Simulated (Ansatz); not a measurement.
**Preparing Al2O3 (R-3c) as a host crystal**

Aim: the runs on the perfect crystal Al2O3 (R-3c) that a defect calculation needs first.

Method: plane-wave PAW DFT, PBEsol; relaxation of the host's cell and atoms; PAW set soft_1, in the first sound run; inputs show where later runs differ, in Ansatz 0.2.0.

## Step 1: The starting structure

Symmetry: R-3c, No. 167, trigonal system. Conventional cell: a = 4.805 Å, b = 4.805 Å, c = 13.116 Å, α = 90.00°, β = 90.00°, γ = 120.00°. Nearest to Al lie 6 O at 1.87 to 1.99 Å. Nearest to O lie 4 Al at 1.87 to 1.99 Å. Farther neighbours and most contacts between anions are not listed.

## Step 2: Host cell relaxation

Lattice and positions are set free, within the symmetry that the program keeps.

cell/input.yaml

```yaml
crystal:
  lattice:
    - [2.4025136, 1.3870919, 4.3720844]
    - [-2.4025136, 1.3870919, 4.3720844]
    - [0.0, -2.7741838, 4.3720844]
  atoms:
    - { symbol: Al, position: [0.647904, 0.647904, 0.647904] }
    - { symbol: Al, position: [0.852096, 0.852096, 0.852096] }
    - { symbol: Al, position: [0.147904, 0.147904, 0.147904] }
    - { symbol: Al, position: [0.352096, 0.352096, 0.352096] }
    - { symbol: O, position: [0.4438545, 0.0561455, 0.75] }
    - { symbol: O, position: [0.9438545, 0.25, 0.5561455] }
    - { symbol: O, position: [0.0561455, 0.75, 0.4438545] }
    - { symbol: O, position: [0.75, 0.4438545, 0.0561455] }
    - { symbol: O, position: [0.25, 0.5561455, 0.9438545] }
    - { symbol: O, position: [0.5561455, 0.9438545, 0.25] }
basis:
  ecutwfc: 420
  xc_grid: 2
hamiltonian:
  xc: pbesol
  pseudopotentials: { kind: paw, azcp: { folder: soft_1 }, xc_functional: pbe }
kpoints:
  mp_grid: { grid: [7, 7, 7] }
scf:
  occupations: { method: fixed }
  max_iter: 100
relax:
  f_tol: 0.005
  max_steps: 60
  cell: {}
output:
  forces: true
  stress: true
checkpoint:
  write: "../cell.run"
  compress: false
  write_wavefunctions: false
  write_every: 100000
```

Launch:

```console
$ ansatz run input.yaml --threads 32 --pin off --max-ram 84787MiB --backend cuda --events-out ev --progress --plain --runs-dir out --max-vram 78GiB
```

Numbers of over 12 decimals in the logs are rounded to 6 here.

The log of the run:

```text
[... repeated set-up lines and file paths are left out, and long positions are rounded to six places ...]
Engine: ansatz 0.2.0, aarch64-unknown-linux-gnu
Pseudopotentials: kind: paw
Pseudopotential: Al, paw, valence charge 3, recommended cutoff 420 eV (normal), soft_1/Al.paw.azcp
Pseudopotential: O, paw, valence charge 6, recommended cutoff 420 eV (normal), soft_1/O.paw.azcp
Functional definition: PBEsol
  exchange = pbesol_x
  correlation = pbesol_c
[...]
Crystal: 10 atoms, lattice volume = 87.420 Å³
Basis set: ecut = 420 eV, 1707 PW (Γ), exchange–correlation on 72×72×72 points (8 copies of the dense FFT grid, shifted against one another)
Bands: 34, of which v1, the nominal top of the filled ones, is band 24 counted from 1 (23 counted from 0)
Symmetry: 12 space group operations
Space group: R-3c (ITA 167), of the structure as read, at distance tolerance 4.4e-5 Å
k-points: 44 of 343
Non-local potential: Al, projectors of the file, l = 0: 2, l = 1: 2, l = 2: 1
Non-local potential: O, projectors of the file, l = 0: 2, l = 1: 2, l = 2: 1
PAW form: soft (Blöchl's): semilocal exchange-correlation on the pseudo side does not see the compensation charge
PAW frozen core: Al, regenerated for the run's functional, and the local potential with it (the file was generated under x = pbe(κ = 0.804, μ = 0.219515), c = pbe(β = 0.066725))
PAW frozen core: O, regenerated for the run's functional, and the local potential with it (the file was generated under x = pbe(κ = 0.804, μ = 0.219515), c = pbe(β = 0.066725))
PAW one-centre angular grid: Al, 110 points (default); XC on 64 Gauss nodes
PAW one-centre angular grid: O, 110 points (default); XC on 64 Gauss nodes
Initial density: superposition of atomic densities (chi_scale 0.1, normalization cell, long waves kept (reshape's long-wave potential 0.00 eV rms))
Initial wavefunctions: pseudopotential atomic-orbital guess
[...]
Functional: x = pbesol(κ = 0.804, μ = 0.123457), c = pbesol(β = 0.046)
SCF iter   1: F=—  HF=-5481.976250 eV  |Δ(HF+E_count)|=         —  Δρ=1.14e-1  dr2=1.11e1  Hψ=5673
preconditioner: auto → Resta (q_TF=auto, 2.469 Å⁻¹)  ε∞=3.3  [insulator: Δε(μ)=6.745 eV  Ē_g=18.002 eV  n_scr=20 (ndim 8)  ℏωp=27.5 eV  f_vac=0.000  ε∞_Penn≈3.3]
SCF iter   2: F=—  HF=-5479.046562 eV  |Δ(HF+E_count)|=    2.93e0  Δρ=4.12e-2  dr2=7.20e-1  Hψ=3222
SCF iter   3: F=—  HF=-5478.900428 eV  |Δ(HF+E_count)|=   1.46e-1  Δρ=2.04e-2  dr2=2.09e-1  Hψ=1405
automatic band count: iteration 3 solves 31 bands in place of 34: the levels show a gap, and the empty bands left out lie too high to hold charge; the band table lists the bands solved (type scf.n_extra_bands for more)
[...]
SCF 1 converged in 7 iterations: F = -5478.866648 eV  dr2 = 1.35e-8
  greatest PAW one-centre occupation: 0.855 electrons in one spin orbital (limit 2), on the O atom at site 9 (counted from 0), in its partial waves of l = 0
relax step   1: F+E_penalty+E_count = -5478.86664780 eV  Δ(F+E_penalty+E_count) = +0.000e0 eV  max|allowed force component| = 5.383e-2 eV/Å  Δτ_max = 0.0000 Å  P = -4.934 GPa  Ω = 87.420 Å³  (7 SCF iters, dr2 threshold 1.00e-7 eV, accepted)
[... the SCF cycles and remarks between the steps are left out from here to the last step ...]
relax step   2: F+E_penalty+E_count = -5478.88897258 eV  Δ(F+E_penalty+E_count) = -2.232e-2 eV  max|allowed force component| = 3.406e-2 eV/Å  Δτ_max = 0.0020 Å  P = -2.743 GPa  Ω = 86.605 Å³  energy of the carried Pulay correction = +2.669e-3 eV  (5 SCF iters, dr2 threshold 1.00e-6 eV, accepted)
relax step   3: F+E_penalty+E_count = -5478.90069704 eV  Δ(F+E_penalty+E_count) = -1.172e-2 eV  max|allowed force component| = 3.339e-2 eV/Å  Δτ_max = 0.0007 Å  P = +0.056 GPa  Ω = 85.619 Å³  energy of the carried Pulay correction = +5.930e-3 eV  (5 SCF iters, dr2 threshold 1.00e-6 eV, accepted)
relax step   4: F+E_penalty+E_count = -5478.90077364 eV  Δ(F+E_penalty+E_count) = -7.660e-5 eV  max|allowed force component| = 1.716e-2 eV/Å  Δτ_max = 0.0009 Å  P = +0.010 GPa  Ω = 85.629 Å³  energy of the carried Pulay correction = +5.895e-3 eV  (4 SCF iters, dr2 threshold 6.97e-8 eV, accepted)
relax step   5: F+E_penalty+E_count = -5478.90078721 eV  Δ(F+E_penalty+E_count) = -1.356e-5 eV  max|allowed force component| = 4.335e-3 eV/Å  Δτ_max = 0.0008 Å  P = -0.010 GPa  Ω = 85.636 Å³  energy of the carried Pulay correction = +5.873e-3 eV  (4 SCF iters, dr2 threshold 1.84e-8 eV, accepted)
relax step   6: F+E_penalty+E_count = -5478.89562580 eV  Δ(F+E_penalty+E_count) = +5.161e-3 eV  max|allowed force component| = 4.295e-3 eV/Å  Δτ_max = 0.0000 Å  P = -0.136 GPa  Ω = 85.636 Å³  stress off target by 1.42e-1 GPa  SCF on the basis re-selected at this cell (its energy is not comparable with the rows above)  (5 SCF iters)
relax step   7: F+E_penalty+E_count = -5478.89580295 eV  Δ(F+E_penalty+E_count) = -1.771e-4 eV  max|allowed force component| = 1.359e-5 eV/Å  Δτ_max = 0.0003 Å  P = -0.002 GPa  Ω = 85.590 Å³  energy of the carried Pulay correction = +1.533e-4 eV  (4 SCF iters, dr2 threshold 5.04e-8 eV, accepted)
[...]
iter 1 solved again at ethr=4.23e-8 eV; its pass at ethr=3.10e-3 eV (dr2=2.03e-5 eV) is discarded
SCF iter   1: F=—  HF=-5478.895454 eV  |Δ(HF+E_count)|=         —  Δρ=6.50e-6  dr2=9.00e-9  Hψ=9858
[...]
SCF iter   2: F=—  HF=-5478.895609 eV  |Δ(HF+E_count)|=   1.55e-4  Δρ=3.03e-6  dr2=3.18e-9  Hψ=2333
SCF iter   3: F=—  HF=-5478.895609 eV  |Δ(HF+E_count)|=   1.87e-9  Δρ=1.08e-6  dr2=5.47e-10  Hψ=2276
SCF iter   4: F=-5478.895609 eV  HF=-5478.895609 eV  |Δ(HF+E_count)|=  1.92e-10  Δρ=2.19e-7  dr2=3.03e-11  Hψ=9776
SCF 8 converged in 4 iterations: F = -5478.895609 eV  dr2 = 3.03e-11
relax step   8: F+E_penalty+E_count = -5478.89560894 eV  Δ(F+E_penalty+E_count) = +1.940e-4 eV  max|allowed force component| = 5.921e-6 eV/Å  Δτ_max = 0.0000 Å  P = -0.004 GPa  Ω = 85.590 Å³  stress off target by 4.29e-3 GPa  SCF on the basis re-selected at this cell (its energy is not comparable with the rows above)  (4 SCF iters)
basis re-selected at this cell: Δ(F+E_penalty+E_count) = +1.940e-4 eV, ΔP = -0.002 GPa vs the last step (what re-selecting the basis moved, of the pressure what is left beyond the Pulay correction that the steps carried, after the strain that the cell walked [...]
SCF converged after 4 iterations
Free energy (F): -5478.895609 eV
Harris-Foulkes:  -5478.895609 eV  (|F-HF|=1.18e-11)
Internal energy: -5478.895609 eV  (E = F + TS)
E sigma→0 (E₀):  -5478.895609 eV
Fermi energy:    7.505289 eV
--- Per-component energies (eV) ---
  E_band       = 56.363006
  E_kinetic    = 1136.317969
  E_local      = -1961.672923  (includes V_loc(G=0)·N_el)
  E_nonlocal   = 353.346541
  E_hartree    = 741.660426
  E_xc         = -584.977166
  E_vxc        = -676.777797  (∫ρ·V_xc dr)
  E_paw        = -2772.327584  (= ΣΔE_a)
  E_vpaw       = -278.176404  (= ΣTr[D̂ρ^β])
  E_aug_tail   = 0.004758  (compensation charges beyond the density's cutoff)
  E_ewald      = -2391.535914
  E_core_change = 0.288284  (= ΣΔE_core)
  E_smearing   = -0.000000  (= −TS)
  E_closure    = 0.000000  (closes the sum)
  Σ components = -5478.895609   (vs F -5478.895609, Δ=0.00e0)
--- Forces (eV/Å), atoms counted from 1 ---
  atom   1  Al    -0.00000000     0.00000000     0.00000592
  atom   2  Al    -0.00000000     0.00000000    -0.00000592
  atom   3  Al     0.00000000    -0.00000000     0.00000592
  atom   4  Al     0.00000000    -0.00000000    -0.00000592
  atom   5  O     -0.00000430    -0.00000000     0.00000000
  atom   6  O     -0.00000215    -0.00000372    -0.00000000
  [... 4 more lines of this table ...]
  max |Σ_I F_I| component: 2.89e-18 eV/Å
--- Stress (GPa, compression-positive) ---
       -0.004291      -0.000000       0.000000
       -0.000000      -0.004291      -0.000000
        0.000000       0.000000      -0.002904
  P = ⅓ Tr σ = -0.0038 GPa (-0.038 kbar)
--- Band table (eV; the first three rows and the last of 44) ---
  k-point 0: bands = ["-11.6205", "-9.2757", "-8.9964", "-8.9964", "-8.6770", "-8.6770", "0.5870", "1.5715", "1.9435", "1.9435", "3.0574", [... rest cut ...]
  k-point 1: bands = ["-11.5149", "-9.3232", "-9.0657", "-9.0180", "-8.7285", "-8.6836", "0.7025", "1.3537", "1.8076", "2.4440", "2.5575", [... rest cut ...]
--- Relaxed structure (6 steps of the walk, 6 accepted, 2 SCFs on fresh bases) ---
  F+E_penalty+E_count = -5478.89560894 eV   max|allowed force component| = 5.921e-6 eV/Å   (the final SCF, on the basis selected at the relaxed cell)
  cell:  # Å, volume = 85.5896 Å³
    - [2.386653, 1.377935, 4.337622]
    - [-2.386653, 1.377935, 4.337622]
    - [0, -2.755869, 4.337622]
  atoms:
    - { symbol: Al, position: [0.647953, 0.647953, 0.647953] }
    - { symbol: Al, position: [0.852047, 0.852047, 0.852047] }
    - { symbol: Al, position: [0.147953, 0.147953, 0.147953] }
    - { symbol: Al, position: [0.352047, 0.352047, 0.352047] }
    - { symbol: O, position: [0.444168, 0.055832, 0.750000] }
    - { symbol: O, position: [0.944168, 0.25, 0.555832] }
  [... 4 more lines of this table ...]
```

Wall time 3.5 s (1 × NVIDIA GB200 with 32 threads of Arm Neoverse V2, shared host); peak memory 0.92 GiB; 15 s of CPU time.

The steps of the relaxation:

```tsv
step	energy less that of the first step (eV)	largest force component (eV/Å)	pressure (GPa)	volume (Å³)
1	0.0000	0.0538	-4.93	87.42
2	-0.0223	0.0341	-2.74	86.60
3	-0.0340	0.0334	0.06	85.62
4	-0.0341	0.0172	0.01	85.63
5	-0.0341	0.0043	-0.01	85.64
6	-0.0290	0.0043	-0.14	85.64
7	-0.0292	0.0000	0.00	85.59
8*	-0.0290	0.0000	0.00	85.59
```

Relaxation steps marked * repeat the geometry before them on a plane-wave basis chosen anew for their cell, so energy and pressure can jump there. The log counts 2 steps on a newly chosen plane-wave basis, not all of them marked here; energy and pressure can jump at such steps.

Forces are held to the 12 operations that the run works with; a distortion that breaks them can't arise in this run.

```tsv
conventional cell, symmetrised	before	after	change
a (Å)	4.805	4.773	-0.7 %
b (Å)	4.805	4.773	-0.7 %
c (Å)	13.116	13.013	-0.8 %
volume (Å³/atom)	8.74	8.56	-2.1 %
```

This step gave:

```yaml
pressure: -0.003828 GPa
```

The relaxation ends with a pressure of 0.00 GPa.

## Step 3: Dielectric tensors of the host

The response to a uniform electric field gives the electronic dielectric tensor.

This step: plane-wave PAW DFPT, PBEsol; dielectric tensors, Born charges and zone-centre modes of the host; PAW set soft_1 (Ansatz 0.2.0).

eps/input.yaml

```yaml
crystal:
  lattice:
    - [2.3866527243, 1.3779345928, 4.3376222509]
    - [-2.3866527243, 1.3779345928, 4.3376222509]
    - [0.0, -2.7558691857, 4.3376222509]
  atoms:
    - { symbol: Al, position: [0.647953199, 0.647953199, 0.647953199] }
    - { symbol: Al, position: [0.852046801, 0.852046801, 0.852046801] }
    - { symbol: Al, position: [0.147953199, 0.147953199, 0.147953199] }
    - { symbol: Al, position: [0.352046801, 0.352046801, 0.352046801] }
    - { symbol: O, position: [0.4441682928, 0.0558317072, 0.75] }
    - { symbol: O, position: [0.9441682928, 0.25, 0.5558317072] }
    - { symbol: O, position: [0.0558317072, 0.75, 0.4441682928] }
    - { symbol: O, position: [0.75, 0.4441682928, 0.0558317072] }
    - { symbol: O, position: [0.25, 0.5558317072, 0.9441682928] }
    - { symbol: O, position: [0.5558317072, 0.9441682928, 0.25] }
basis:
  ecutwfc: 420
hamiltonian:
  xc: pbesol
  pseudopotentials: { kind: paw, azcp: { folder: soft_1 }, xc_functional: pbe }
kpoints:
  mp_grid: { grid: [6, 6, 6] }
scf:
  occupations: { method: fixed }
  max_iter: 100
phonons:
  method: dfpt
  dielectric: true
  rigid_motions: translations
```

The log of the run:

```text
[...]
Crystal: 10 atoms, lattice volume = 85.590 Å³
Basis set: ecut = 420 eV, 1653 PW (Γ), exchange–correlation on 72×72×72 points (8 copies of the dense FFT grid, shifted against one another)
Bands: 34, of which v1, the nominal top of the filled ones, is band 24 counted from 1 (23 counted from 0)
Symmetry: 12 space group operations
k-points: 112 of 216 (irreducible under 1 space group operation, time reversal used)
[...]
SCF iter   1: F=—  HF=-5482.114536 eV  |Δ(HF+E_count)|=         —  Δρ=1.18e-1  dr2=1.13e1  Hψ=14584
[...]
SCF iter   9: F=-5478.895573 eV  HF=-5478.895573 eV  |Δ(HF+E_count)|=  1.24e-10  Δρ=9.41e-8  dr2=6.61e-12  Hψ=25721
SCF 1 converged in 9 iterations: F = -5478.895573 eV  dr2 = 6.61e-12
[...]
the response reads at least the filled bands of the reference SCF and the lowest empty band at each k-point, and that SCF's band table does not vouch for those bands. The notice of the band table in this run's record says why
[...]
NSCF: frozen V_eff on 1 k-points
[...]
NSCF: frozen V_eff on 32 k-points, pencils in batches of 32, up to order 136
[...]
DFPT response loops at q = (0, 0, 0) (fractional): preconditioner auto → none (the input reference at scf.mixing.eps_inf says where Resta's filter doesn't serve); β = 0.50; Anderson in place of MSR1; [...]
[...]
DFPT response loops at Γ: preconditioner auto → none (the input reference at scf.mixing.eps_inf says where Resta's filter doesn't serve); β = 0.50; Broyden in place of MSR1
SCF converged after 9 iterations
[...]
Born effective charges Z* (e; rows j = field, columns β = displacement):
    site 0:
         2.97855   -0.03055   -0.00000
         0.03055    2.97855    0.00000
         0.00000    0.00000    2.94565
    site 1:
         2.97855    0.03055    0.00000
        -0.03055    2.97855    0.00000
        -0.00000    0.00000    2.94565
    site 2:
         2.97855    0.03055    0.00000
        -0.03055    2.97855    0.00000
        -0.00000    0.00000    2.94565
    site 3:
         2.97855   -0.03055   -0.00000
         0.03055    2.97855    0.00000
         0.00000    0.00000    2.94565
    site 4:
        -2.08733    0.00000   -0.00000
        -0.00000   -1.88407    0.27155
        -0.00000    0.36483   -1.96377
    site 5:
        -1.93489   -0.08802    0.23517
        -0.08802   -2.03652   -0.13578
         0.31595   -0.18242   -1.96377
    site 6:
        -1.93489   -0.08802    0.23517
        -0.08802   -2.03652   -0.13578
         0.31595   -0.18242   -1.96377
    site 7:
        -1.93489    0.08802   -0.23517
         0.08802   -2.03652   -0.13578
        -0.31595   -0.18242   -1.96377
    site 8:
        -1.93489    0.08802   -0.23517
         0.08802   -2.03652   -0.13578
        -0.31595   -0.18242   -1.96377
    site 9:
        -2.08733    0.00000   -0.00000
        -0.00000   -1.88407    0.27155
        -0.00000    0.36483   -1.96377
  Z* charge neutrality: 1.639e-5 e pre-enforcement
  k-mesh period / interband length: 28.6 Å / 1.27 Å = 22.51 at k = (0.0000, 0.0000, 0.0000), direct gap 6.038 eV — 14 or more, which is no proof of convergence
  optical modes at Γ without the LO–TO term, one row a degenerate level:
      ω (cm⁻¹)  modes    IR ((D/Å)²/amu)
        298.24      1             0.0000
        363.84      2             0.0000
        377.31      2             2.8782
        383.84      1            38.5127
        406.16      1             0.0000
        421.09      2             0.0000
        425.52      2            37.9575
        433.81      2             0.0000
        514.51      1             0.0000
        558.01      2            81.4602
[...]
optical modes at Γ + LO–TO along q̂ = [1.0000, 0.0000, 0.0000]:
      ω (cm⁻¹)  modes    IR ((D/Å)²/amu)
[...]
optical modes at Γ + LO–TO along q̂ = [0.0000, 1.0000, 0.0000]:
      ω (cm⁻¹)  modes    IR ((D/Å)²/amu)
[...]
optical modes at Γ + LO–TO along q̂ = [0.0000, 0.0000, 1.0000]:
      ω (cm⁻¹)  modes    IR ((D/Å)²/amu)
[...]
433.81      2             0.0000
        487.20      1             2.0851
        514.51      1             0.0000
        558.01      2            81.4602
        562.64      2             0.0000
        589.66      1             0.0000
        614.84      2             7.4447
        625.67      1             0.0000
        674.54      1             0.0000
        730.66      2             0.0000
        731.24      1             0.0000
        851.48      1            62.1090
```

Wall time 6.1 s (1 × NVIDIA GB200 with 32 threads); peak memory 1.9 GiB.

The column dr2 measures how far the density is from self-consistency, as an energy; F and HF (Harris–Foulkes) agree once it is small.

Electronic dielectric tensor:

```
3.29 0.00 0.00
0.00 3.29 0.00
0.00 0.00 3.26
```

Static dielectric tensor:

```
 9.66  0.00  0.00
 0.00  9.66  0.00
 0.00  0.00 11.75
```

The principal values of the electronic dielectric tensor are 3.26, 3.29 and 3.29. The principal values of the static dielectric tensor are 9.66, 9.66 and 11.75.

(Part 1 of 2 ends here.)

[Logs are printed without paths, hosts, clocks, repeated set-up lines and the standing remarks that a program may print on its own settings, such as how far it seeks lower states.]

[Hosts, paths, dates, database ids (printed as entryN), source tags and the programs' standing remarks are cut or masked in the printed files.]

[Runs of the host that timed out are not shown.]

[For some hosts the program warned that the k-mesh of the response run may be too coarse for force constants and the static dielectric constant; such warnings are not always shown.]
